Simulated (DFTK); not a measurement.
## W: single point with PBE

The system is W.

```
CELL_PARAMETERS angstrom
0.01192 2.00823 2.03186
2.02971 0.01106 2.03272
2.05415 2.03352 -0.01337
ATOMIC_POSITIONS crystal
W 0.99325 0.99126 0.01410
```

The cell isn't the ideal one: cell strained at random at fixed volume.

```
Program             : DFTK 0.8.2
Task                : single point
Functional          : PBE
Potentials or basis : dojo.nc.sr.pbe.v0_4_1.standard.upf (PBE)
Cutoff              : 1007 eV
k mesh              : 11 × 11 × 11
Occupations         : fermi-dirac, width 0.05 eV
Spin                : no spin polarisation
```

The pressure is -4.8 GPa and the band gap on the k mesh is none (metal or under the smearing width).

Stress tensor (GPa, compression positive):
```
-4.14  2.43 -0.76
 2.43 -6.58 -1.04
-0.76 -1.04 -3.63
```

Levels at points of the mesh, in eV from the Fermi level:
```csv
k point,band 5,band 6,band 7,band 8,band 9,band 10
"(0.00, 0.00, 0.00)",-8.91,-0.75,-0.57,-0.35,2.38,2.59
```

It took 19 min on 1 thread of Intel(R) Xeon(R) Platinum 8488C (Sapphire Rapids) (shared host), peak memory 6.2 GiB.

The run has no spin-orbit coupling, so splittings on W are missing.
